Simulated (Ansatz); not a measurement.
# BP (F-43m) in Ansatz: notebook

The runs below take BP through band structure, with revPBE, BLYP, r2SCAN.

All numbers are computed with Ansatz 0.2.0; they aren't measurements. Logs are shortened: lines on timing, memory, paths and dates and some standing lists are left out, and cuts for length are marked.

## Step 1: Starting point

It takes space group F-43m (No. 216, cubic). Conventional cell: a = 4.538 Å, b = 4.538 Å, c = 4.538 Å, α = 90.00°, β = 90.00°, γ = 90.00°. P (site symmetry -43m) is surrounded by 4 B at 1.97 Å. B (site symmetry -43m) has 4 P at 1.97 Å as nearest neighbours.

## Step 2: Band structure, revPBE

Contents of input.yaml:

```yaml
crystal:
  lattice:
    - [0.0, 2.269, 2.269]
    - [2.269, 0.0, 2.269]
    - [2.269, 2.269, 0.0]
  atoms:
    - { symbol: P, position: [0.75, 0.75, 0.75] }
    - { symbol: B, position: [0.0, 0.0, 0.0] }
hamiltonian:
  xc: revpbe
  pseudopotentials: { kind: paw }
kpoints:
  mp_grid: { grid: [10, 10, 10] }
  band_path:
    path:
      - [[0.0, 0.0, 0.0], [0.5, 0.0, 0.5], [0.5, 0.25, 0.75], [0.375, 0.375, 0.75], [0.0, 0.0, 0.0], [0.5, 0.5, 0.5], [0.625, 0.25, 0.625], [0.5, 0.25, 0.75], [0.5, 0.5, 0.5], [0.375, 0.375, 0.75]]
      - [[0.625, 0.25, 0.625], [0.5, 0.0, 0.5]]
    npoints: 14
scf:
  occupations: { method: fermi_dirac, width: 0.05 }
  n_extra_bands: 6
output:
  forces: true
  stress: true
  eigenvalues: true
  fatbands: true
  write_density: true
  write_potential: true
  elf: true
  volumetric_format: npy
```

Potentials or basis: Ansatz PAW.

Started as:

```sh
ansatz run input.yaml --threads 2 --pin off --max-ram 5632MiB --backend cpu --events-out ev --progress --plain --runs-dir out
```

Output:

```text
Warning: RAYON_NUM_THREADS=2 ignored (pool sized by the plan → 2); use --threads N
scf.n_extra_bands = 6 over 4 filled bands (N_el = 8.0): the run solves 10 bands
Engine: ansatz 0.2.0, x86_64-unknown-linux-gnu
Pseudopotentials: kind: paw
Pseudopotential: P, paw, valence charge 5, recommended cutoff 420 eV (normal), P.paw.azcp
Pseudopotential: B, paw, valence charge 3, recommended cutoff 420 eV (normal), B.paw.azcp
Functional definition: revPBE
  parameter kappa = 1.245
  parameter beta = 0.06672455060314922
  exchange = pbe_x(kappa = kappa, mu = beta*pi^2/3)
  correlation = pbe_c(beta = beta)
Crystal: 2 atoms, lattice volume = 23.363 Å³
Basis set: ecut = 420 eV, 459 PW (Γ), exchange–correlation on 48×48×48 points (8 copies of the dense FFT grid, shifted against one another)
Bands: 10, of which v1, the nominal top of the filled ones, is band 4 counted from 1 (3 counted from 0)
Symmetry: 24 space group operations
Space group: F-43m (ITA 216), of the structure as read, at distance tolerance 2.9e-5 Å
k-points: 47 of 1000 (time reversal used)
Non-local potential: P, projectors of the file, l = 0: 2, l = 1: 2, l = 2: 2
Non-local potential: B, projectors of the file, l = 0: 2, l = 1: 2, l = 2: 1
PAW form: soft (Blöchl's): semilocal exchange-correlation on the pseudo side does not see the compensation charge
PAW frozen core: P, regenerated for the run's functional, and the local potential with it (the file was generated under x = pbe(κ = 0.804, μ = 0.2195149727645171), c = pbe(β = 0.06672455060314922))
PAW frozen core: B, regenerated for the run's functional, and the local potential with it (the file was generated under x = pbe(κ = 0.804, μ = 0.2195149727645171), c = pbe(β = 0.06672455060314922))
PAW one-centre angular grid: P, 110 points (default); XC on 64 Gauss nodes
PAW one-centre angular grid: B, 110 points (default); XC on 64 Gauss nodes
Initial density: superposition of atomic densities (neutral atoms: chi_scale 0, normalization atom), corrected by the library's trained network
Initial wavefunctions: pseudopotential atomic-orbital guess
Functional: x = revpbe(κ = 1.245, μ = 0.2195149727645171), c = pbe(β = 0.06672455060314922)
SCF iter   1: F=—  HF=-915.549024 eV  |F-HF|=—  |Δ(HF+E_count)|=         —  Δρ=2.46e-3  dr2=1.03e-3  ethr=1.77e-3  ⟨swp⟩=6.2  Hψ=3924  notcnv=0  defer=2
preconditioner: auto → none  [insulator: Δε(μ)=1.243 eV  Ē_g=15.005 eV  σ=0.050 eV  W_gap=1.00  n_scr=0 (ndim 8)  ℏωp=21.7 eV  f_vac=0.000  D(μ)=0.00/eV (n_scr^D=0)  ε∞_Penn≈3.1]
SCF iter   2: F=—  HF=-915.548906 eV  |F-HF|=—  |Δ(HF+E_count)|=   1.18e-4  Δρ=1.13e-3  dr2=2.28e-4  ethr=1.29e-5  ⟨swp⟩=2.4  Hψ=1027  notcnv=0  defer=19
SCF iter   3: F=—  HF=-915.548872 eV  |F-HF|=—  |Δ(HF+E_count)|=   3.42e-5  Δρ=4.86e-4  dr2=2.09e-5  ethr=2.86e-6  ⟨swp⟩=2.1  Hψ=576  notcnv=0  defer=19
SCF iter   4: F=—  HF=-915.548886 eV  |F-HF|=—  |Δ(HF+E_count)|=   1.35e-5  Δρ=1.30e-4  dr2=1.78e-6  ethr=2.61e-7  ⟨swp⟩=2.3  Hψ=589  notcnv=0  defer=19
iter 5 did not close the SCF: its close was put off for the readings that it lacked (scf_convergence_deferred on its scf_iter line)
SCF iter   5: F=-915.548887 eV  HF=-915.548887 eV  |F-HF|=3.13e-8  |Δ(HF+E_count)|=   1.56e-6  Δρ=1.48e-5  dr2=2.25e-8  ethr=2.22e-8  ⟨swp⟩=2.3  Hψ=568  notcnv=0  defer=19
SCF iter   6: F=-915.548887 eV  HF=-915.548887 eV  |F-HF|=2.02e-10  |Δ(HF+E_count)|=   3.76e-8  Δρ=1.20e-6  dr2=2.15e-10  ethr=2.82e-10  ⟨swp⟩=9.8  Hψ=3212  notcnv=0
SCF 1 converged in 6 iterations: F = -915.548887 eV  dr2 = 2.15e-10
NSCF: frozen V_eff on 142 k-points
SCF converged after 6 iterations
Free energy (F): -915.548887 eV
Harris-Foulkes:  -915.548887 eV  (|F-HF|=2.02e-10)
Internal energy: -915.548887 eV  (E = F + TS)
E sigma→0 (E₀):  -915.548887 eV
Entropy (-TS):   -0.000000 eV (-0.000 meV/atom)
Fermi energy:    9.947303 eV
--- Per-component energies (eV) ---
  E_band       = 22.675032
  E_kinetic    = 121.567574
  E_local      = -67.020306  (includes V_loc(G=0)·N_el)
  E_nonlocal   = 44.256215
  E_hartree    = 17.027185
  E_xc         = -94.927579
  E_vxc        = -100.514467  (∫ρ·V_xc dr)
  E_paw        = -650.928122  (= ΣΔE_a)
  E_vpaw       = -9.668327  (= ΣTr[D̂ρ^β])
  E_aug_tail   = 0.000001  (compensation charges beyond the density's cutoff)
  E_ewald      = -285.491518
  E_core_change = -0.032337  (= ΣΔE_core)
  E_smearing   = -0.000000  (= −TS)
  E_closure    = 0.000000  (closes the sum)
  Σ components = -915.548887   (vs F -915.548887, Δ=0.00e0)
--- Forces (eV/Å), atoms counted from 1 ---
  atom   1  P      0.00000000    -0.00000000    -0.00000000
  atom   2  B     -0.00000000     0.00000000    -0.00000000
  max |Σ_I F_I| component: 3.89e-16 eV/Å
--- Stress (GPa, compression-positive) ---
        3.284061       0.000000      -0.000000
        0.000000       3.284061       0.000000
        0.000000       0.000000       3.284061
  P = ⅓ Tr σ = 3.2841 GPa (32.841 kbar)
--- Band table (eV; the first three rows and the last of 47) ---
  k-point 0: bands = ["-6.1386", "9.3378", "9.3378", "9.3378", "12.7417", "12.7417", "12.7417", "16.7387", "20.9505", "21.3260"]
  k-point 1: bands = ["-5.9584", "8.0334", "9.0425", "9.0425", "13.1501", "13.1501", "13.1832", "17.2617", "20.6761", "20.6761"]
  k-point 2: bands = ["-5.4248", "5.6886", "8.4821", "8.4821", "13.3837", "13.8694", "13.8694", "18.4474", "20.0983", "20.0983"]
  k-point 46: bands = ["-1.0270", "1.1740", "3.8072", "3.9803", "13.9587", "14.7736", "17.5727", "18.0410", "22.1802", "25.4566"]
```

It took 1.4 s on 2 threads of Intel Xeon Platinum 8375C at 2.90GHz (Ice Lake), shared host; peak memory 0.34 GiB.

Results:

* Free energy: -915.5489 eV
* Pressure: 3.3 GPa
* Band gap on the k mesh: 1.26 eV, indirect (least direct gap 3.40 eV)
* Band gap along the path: 1.26 eV, indirect (least direct gap 3.40 eV)

Levels at the corners of the path, in eV from the valence-band top:
| point | band 1 | band 2 | band 3 | band 4 | band 5 | band 6 | band 7 | band 8 |
| --- | --- | --- | --- | --- | --- | --- | --- | --- |
| Γ | -15.48 | 0.00 | 0.00 | 0.00 | 3.40 | 3.40 | 3.40 | 7.40 |
| X | -10.61 | -8.62 | -4.12 | -4.12 | 1.34 | 1.69 | 12.13 | 12.13 |
| W | -10.34 | -8.10 | -5.67 | -5.47 | 5.35 | 6.79 | 7.27 | 7.44 |
| K | -10.62 | -8.20 | -6.22 | -3.51 | 2.17 | 6.02 | 9.74 | 10.62 |
| Γ | -15.48 | 0.00 | 0.00 | 0.00 | 3.40 | 3.40 | 3.40 | 7.40 |
| L | -12.15 | -9.05 | -1.76 | -1.76 | 3.79 | 4.71 | 4.71 | 10.19 |
| U | -10.62 | -8.20 | -6.22 | -3.51 | 2.17 | 6.02 | 9.74 | 10.62 |
| W | -10.34 | -8.10 | -5.67 | -5.47 | 5.35 | 6.79 | 7.27 | 7.44 |
| L | -12.15 | -9.05 | -1.76 | -1.76 | 3.79 | 4.71 | 4.71 | 10.19 |
| K | -10.62 | -8.20 | -6.22 | -3.51 | 2.17 | 6.02 | 9.74 | 10.62 |
| U | -10.62 | -8.20 | -6.22 | -3.51 | 2.17 | 6.02 | 9.74 | 10.62 |
| X | -10.61 | -8.62 | -4.12 | -4.12 | 1.34 | 1.69 | 12.13 | 12.13 |

Caveat: the PAW data sets come from PBE, with cores solved anew for the run's functional, which leaves a small shift of forces and pressure. Expect the measured gap to be larger: semilocal functionals such as revPBE lack the derivative discontinuity.

## Step 3: Band structure, BLYP

Changes to input.yaml since step 2:

```diff
@@ -9,3 +9,3 @@
 hamiltonian:
-  xc: revpbe
+  xc: blyp
   pseudopotentials: { kind: paw }
@@ -25,6 +25,2 @@
   eigenvalues: true
-  fatbands: true
-  write_density: true
-  write_potential: true
-  elf: true
-  volumetric_format: npy
+  fatbands: false
```

Potentials or basis: Ansatz PAW.

Started as:

```sh
ansatz run input.yaml --threads 2 --pin off --max-ram 5632MiB --backend cpu --events-out ev --progress --plain --runs-dir out
```

Output:

```text
Warning: RAYON_NUM_THREADS=2 ignored (pool sized by the plan → 2); use --threads N
scf.n_extra_bands = 6 over 4 filled bands (N_el = 8.0): the run solves 10 bands
[... 4 set-up lines as earlier in the session ...]
Functional definition: BLYP
  parameter beta = 0.0042
  parameter a = 0.04918
  parameter b = 0.132
  parameter c = 0.2533
  parameter d = 0.349
  exchange = b88_x(beta = beta)
  correlation = lyp_c(a = a, b = b, c = c, d = d)
Crystal: 2 atoms, lattice volume = 23.363 Å³
Basis set: ecut = 420 eV, 459 PW (Γ), exchange–correlation on 48×48×48 points (8 copies of the dense FFT grid, shifted against one another)
Bands: 10, of which v1, the nominal top of the filled ones, is band 4 counted from 1 (3 counted from 0)
[... 2 set-up lines as earlier in the session ...]
k-points: 47 of 1000 (time reversal used)
[... 9 set-up lines as earlier in the session ...]
Functional: x = b88, c = lyp
SCF iter   1: F=—  HF=-916.812228 eV  |F-HF|=—  |Δ(HF+E_count)|=         —  Δρ=9.32e-3  dr2=2.31e-2  ethr=1.77e-3  ⟨swp⟩=6.2  Hψ=3984  notcnv=0  defer=3
preconditioner: auto → none  [insulator: Δε(μ)=1.601 eV  Ē_g=15.036 eV  σ=0.050 eV  W_gap=1.00  n_scr=0 (ndim 8)  ℏωp=21.7 eV  f_vac=0.000  D(μ)=0.00/eV (n_scr^D=0)  ε∞_Penn≈3.1]
SCF iter   2: F=—  HF=-916.802489 eV  |F-HF|=—  |Δ(HF+E_count)|=   9.74e-3  Δρ=3.23e-3  dr2=2.64e-3  ethr=2.89e-4  ⟨swp⟩=2.0  Hψ=1050  notcnv=0  defer=77
SCF iter   3: F=—  HF=-916.801382 eV  |F-HF|=—  |Δ(HF+E_count)|=   1.11e-3  Δρ=6.94e-4  dr2=1.49e-4  ethr=3.30e-5  ⟨swp⟩=2.6  Hψ=647  notcnv=0  defer=77
SCF iter   4: F=—  HF=-916.801337 eV  |F-HF|=—  |Δ(HF+E_count)|=   4.57e-5  Δρ=1.72e-4  dr2=5.80e-6  ethr=1.86e-6  ⟨swp⟩=2.1  Hψ=552  notcnv=0  defer=77
SCF iter   5: F=—  HF=-916.801341 eV  |F-HF|=—  |Δ(HF+E_count)|=   4.73e-6  Δρ=7.52e-5  dr2=1.61e-6  ethr=7.24e-8  ⟨swp⟩=2.0  Hψ=565  notcnv=0  defer=77
SCF iter   6: F=—  HF=-916.801341 eV  |F-HF|=—  |Δ(HF+E_count)|=   4.23e-7  Δρ=2.51e-5  dr2=1.82e-7  ethr=2.02e-8  ⟨swp⟩=1.9  Hψ=514  notcnv=0  defer=77
SCF iter   7: F=-916.801341 eV  HF=-916.801341 eV  |F-HF|=1.65e-9  |Δ(HF+E_count)|=   5.26e-8  Δρ=2.86e-6  dr2=2.35e-9  ethr=1.25e-9  ⟨swp⟩=8.9  Hψ=2512  notcnv=0
SCF 1 converged in 7 iterations: F = -916.801341 eV  dr2 = 2.35e-9
NSCF: frozen V_eff on 142 k-points
SCF converged after 7 iterations
Free energy (F): -916.801341 eV
Harris-Foulkes:  -916.801341 eV  (|F-HF|=1.65e-9)
Internal energy: -916.801341 eV  (E = F + TS)
E sigma→0 (E₀):  -916.801341 eV
Fermi energy:    10.351609 eV
--- Per-component energies (eV) ---
  E_band       = 25.824482
  E_kinetic    = 123.192490
  E_local      = -71.487009  (includes V_loc(G=0)·N_el)
  E_nonlocal   = 46.825528
  E_hartree    = 17.986633
  E_xc         = -92.907901
  E_vxc        = -97.558813  (∫ρ·V_xc dr)
  E_paw        = -654.936739  (= ΣΔE_a)
  E_vpaw       = -11.120906  (= ΣTr[D̂ρ^β])
  E_aug_tail   = 0.000000  (compensation charges beyond the density's cutoff)
  E_ewald      = -285.491518
  E_core_change = 0.017175  (= ΣΔE_core)
  E_smearing   = -0.000000  (= −TS)
  E_closure    = -0.000000  (closes the sum)
  Σ components = -916.801341   (vs F -916.801341, Δ=0.00e0)
--- Forces (eV/Å), atoms counted from 1 ---
  atom   1  P      0.00000000     0.00000000    -0.00000000
  atom   2  B     -0.00000000     0.00000000    -0.00000000
  max |Σ_I F_I| component: 3.15e-16 eV/Å
--- Stress (GPa, compression-positive) ---
        6.042884      -0.000000      -0.000000
        0.000000       6.042884       0.000000
       -0.000000       0.000000       6.042884
  P = ⅓ Tr σ = 6.0429 GPa (60.429 kbar)
--- Band table (eV; the first three rows and the last of 47) ---
  k-point 0: bands = ["-5.6848", "9.6129", "9.6129", "9.6129", "13.1640", "13.1640", "13.1640", "17.0427", "21.5310", "21.8236"]
  k-point 1: bands = ["-5.5065", "8.3591", "9.3320", "9.3320", "13.5570", "13.5570", "13.5773", "17.5607", "21.2018", "21.2018"]
  k-point 2: bands = ["-4.9791", "6.0661", "8.7892", "8.7892", "13.7737", "14.2671", "14.2671", "18.7528", "20.6343", "20.6343"]
  k-point 46: bands = ["-0.6951", "1.6094", "4.2648", "4.4283", "14.4245", "15.2288", "17.9605", "18.4189", "22.4231", "25.7594"]
```

Wall time 1.2 s (2 threads of Intel Xeon Platinum 8375C at 2.90GHz (Ice Lake), shared host); peak memory 0.34 GiB.

What came out:

```yaml
Free_energy: -916.8013 eV
Pressure: 6.0 GPa
Band_gap_on_the_k_mesh: 1.51 eV, indirect (least direct gap 3.55 eV)
Band_gap_along_the_path: 1.52 eV, indirect (least direct gap 3.55 eV)
```

Levels at the corners of the path, in eV from the valence-band top:
```
point  band 1  band 2  band 3  band 4  band 5  band 6  band 7  band 8
    Γ  -15.30    0.00    0.00    0.00    3.55    3.55    3.55    7.43
    X  -10.54   -8.44   -4.01   -4.01    1.63    1.95   12.08   12.08
    W  -10.28   -7.94   -5.48   -5.29    5.53    7.00    7.34    7.58
    K  -10.55   -8.03   -6.02   -3.41    2.43    6.19    9.78   10.65
    Γ  -15.30    0.00    0.00    0.00    3.55    3.55    3.55    7.43
    L  -12.04   -8.84   -1.72   -1.72    3.91    4.90    4.90   10.44
    U  -10.55   -8.03   -6.02   -3.41    2.43    6.19    9.78   10.65
    W  -10.28   -7.94   -5.48   -5.29    5.53    7.00    7.34    7.58
    L  -12.04   -8.84   -1.72   -1.72    3.91    4.90    4.90   10.44
    K  -10.55   -8.03   -6.02   -3.41    2.43    6.19    9.78   10.65
    U  -10.55   -8.03   -6.02   -3.41    2.43    6.19    9.78   10.65
    X  -10.54   -8.44   -4.01   -4.01    1.63    1.95   12.08   12.08
```

Caveat: the PAW data sets come from PBE, with cores solved anew for the run's functional, which leaves a small shift of forces and pressure.

## Step 4: Band structure, r2SCAN

Changes to input.yaml since step 3:

```diff
@@ -9,3 +9,3 @@
 hamiltonian:
-  xc: blyp
+  xc: r2scan
   pseudopotentials: { kind: paw }
```

Started as:

```sh
ansatz run input.yaml --threads 2 --pin off --max-ram 5632MiB --backend cpu --events-out ev --progress --plain --runs-dir out
```

It took 1.9 s on 2 threads of Intel Xeon Platinum 8375C at 2.90GHz (Ice Lake), shared host; peak memory 0.4 GiB.

The run converged. Its results:

* Free energy: -916.6871 eV
* Pressure: -0.2 GPa
* Band gap on the k mesh: 1.42 eV, indirect (least direct gap 3.60 eV)
* Band gap along the path: 1.42 eV, indirect (least direct gap 3.60 eV)

Levels at the corners of the path, in eV from the valence-band top:
```
point  band 1  band 2  band 3  band 4  band 5  band 6  band 7  band 8  band 9
    Γ  -16.28    0.00    0.00    0.00    3.60    3.60    3.60    7.98   12.41
    X  -11.11   -9.14   -4.36   -4.36    1.50    1.89   12.96   12.96   16.38
    W  -10.83   -8.63   -5.94   -5.74    5.74    7.16    7.78    7.88   13.63
    K  -11.14   -8.71   -6.51   -3.71    2.37    6.42   10.36   11.31   12.44
    Γ  -16.28    0.00    0.00    0.00    3.60    3.60    3.60    7.98   12.41
    L  -12.78   -9.52   -1.87   -1.87    4.10    4.99    4.99   10.89   15.27
    U  -11.14   -8.71   -6.51   -3.71    2.37    6.42   10.36   11.31   12.44
    W  -10.83   -8.63   -5.94   -5.74    5.74    7.16    7.78    7.88   13.63
    L  -12.78   -9.52   -1.87   -1.87    4.10    4.99    4.99   10.89   15.27
    K  -11.14   -8.71   -6.51   -3.71    2.37    6.42   10.36   11.31   12.44
    U  -11.14   -8.71   -6.51   -3.71    2.37    6.42   10.36   11.31   12.44
    X  -11.11   -9.14   -4.36   -4.36    1.50    1.89   12.96   12.96   16.38
```

Caveat: the PAW data sets come from PBE, with cores solved anew for the run's functional, which leaves a small shift of forces and pressure. r2SCAN opens gaps a little over a GGA but as a rule still falls short of measured ones.

## Step 5: The runs side by side

```tsv
level	cutoff (eV)	gap on the mesh (eV)	pressure (GPa)
revPBE	420	1.26	3.3
BLYP	420	1.51	6.0
r2SCAN	500	1.42	-0.2
```

Alike in all rows: task band structure; potentials or basis Ansatz PAW; no spin polarisation; cell as given; k mesh 10 × 10 × 10; smearing fermi-dirac 0.05 eV.

On the cell as given the gap runs from 1.26 eV (revPBE) to 1.51 eV (BLYP). The pressure there spans -0.2 GPa (r2SCAN) to 6.0 GPa (BLYP); a positive pressure means that this level wants a larger cell, a negative one a smaller.

Caveats: the PAW data sets come from PBE, with cores solved anew for the run's functional, which leaves a small shift of forces and pressure.

Total energies depend on the potentials used, so only differences within one code and one set of settings carry meaning.
